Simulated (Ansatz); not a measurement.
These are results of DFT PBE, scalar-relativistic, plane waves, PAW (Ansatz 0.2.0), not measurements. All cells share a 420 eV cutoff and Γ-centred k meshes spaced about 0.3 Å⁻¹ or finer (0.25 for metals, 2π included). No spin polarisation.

A search over trial structures of BaTe gave this relaxed cell.

```cif
data_structure
_symmetry_space_group_name_H-M 'Fm-3m'
_symmetry_Int_Tables_number 225
_cell_length_a 7.0667
_cell_length_b 7.0667
_cell_length_c 7.0667
_cell_angle_alpha 90.000
_cell_angle_beta 90.000
_cell_angle_gamma 90.000
_cell_volume 352.90
loop_
_atom_site_label
_atom_site_type_symbol
_atom_site_symmetry_multiplicity
_atom_site_Wyckoff_symbol
_atom_site_fract_x
_atom_site_fract_y
_atom_site_fract_z
_atom_site_occupancy
Ba1 Ba 4 b 0.50000 0.00000 0.00000 1
Te1 Te 4 a 0.00000 0.00000 0.00000 1
```

Question: Does it survive phonon and random-displacement tests?

Answer: As far as tested, yes. The phonons on a 2×2×2 q mesh of the computed 2-atom cell show no imaginary mode. After random moves of the atoms it relaxes back. The optical modes at Γ lie at 88 cm⁻¹ without the long-range field that lifts LO modes in polar insulators, and the highest mode on the mesh lies at 110 cm⁻¹. The cell is of the rock salt type. Ba is surrounded by 6 Te at 3.53 Å; Te is surrounded by 6 Ba at 3.53 Å. It has the structure into which a cell as deposited in COD relaxes.

These runs have no spin–orbit coupling, which can matter for Te.
